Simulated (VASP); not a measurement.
# VASP 6.6.1 run: BaS

INCAR

```
NSW = 0
ISIF = 2
LCHARG = .FALSE.
NBANDS = 15
LREAL = .FALSE.
EDIFF = 1E-7
NELM = 53
LASPH = .TRUE.
LWAVE = .FALSE.
GGA = PE
SIGMA = 0.02
ENCUT = 520
IBRION = -1
PREC = Medium
ISMEAR = -1
```

KPOINTS

```
KPOINTS created by Atomic Simulation Environment
0
Gamma
8 8 8
0 0 0
```

POSCAR

```
Ba S
 1.0000000000000000
     0.0000000000000000    3.2117958738999999    3.2117958738999999
     3.0200516602000000    0.0000000000000000    3.2117958738999999
     3.0200516602000000    3.2117958738999999    0.0000000000000000
 Ba  S
   1   1
Cartesian
  0.0000000000000000  0.0000000000000000  0.0000000000000000
  3.0200516602000000  3.2117958738999999  3.2117958738999999
```

The recommended PBE PAW datasets give the neutral cell 16 valence electrons.

Command

```
mpirun -np 1 vasp_std
```

Problem. Predict the outcome of this run.

Solution. It converged. Results: gap between bands v and c on the k mesh 1.80 eV; least direct gap on the k mesh 1.94 eV; pressure 4.3 GPa. Band v is the last that the valence electrons fill when counted band by band, and c is the next.

OSZICAR

```
N       E                     dE             d eps       ncg     rms          rms(c)
DAV:   1     0.814397862574E+02    0.81440E+02   -0.69748E+03  1770   0.938E+02
DAV:   2    -0.586457192701E+01   -0.87304E+02   -0.77867E+02  2398   0.169E+02
DAV:   3    -0.104715277742E+02   -0.46070E+01   -0.45751E+01  2405   0.403E+01
DAV:   4    -0.105646243905E+02   -0.93097E-01   -0.93066E-01  2264   0.585E+00
DAV:   5    -0.105672684974E+02   -0.26441E-02   -0.26439E-02  2429   0.797E-01    0.524E+00
DAV:   6    -0.100694096316E+02    0.49786E+00   -0.68189E-01  2036   0.495E+00    0.362E+00
DAV:   7    -0.100672277333E+02    0.21819E-02   -0.19574E-01  2319   0.249E+00    0.219E+00
DAV:   8    -0.100796513675E+02   -0.12424E-01   -0.23645E-02  2022   0.113E+00    0.219E-01
DAV:   9    -0.100801745018E+02   -0.52313E-03   -0.34645E-03  2302   0.432E-01    0.121E-01
DAV:  10    -0.100809527809E+02   -0.77828E-03   -0.87474E-04  1847   0.208E-01    0.332E-02
DAV:  11    -0.100810151023E+02   -0.62321E-04   -0.10040E-04  2253   0.643E-02    0.102E-02
DAV:  12    -0.100810175431E+02   -0.24408E-05   -0.63573E-06  2064   0.158E-02    0.754E-03
DAV:  13    -0.100810175173E+02    0.25743E-07   -0.25533E-07  2274   0.306E-03
   1 F= -.10081018E+02 E0= -.10081018E+02  d E =-.289677E-12
```

For comparison, a separate PBE run of the intended cell, on usual settings and not on those above, gives a gap of 1.80 eV on its mesh and a pressure of 4.3 GPa.
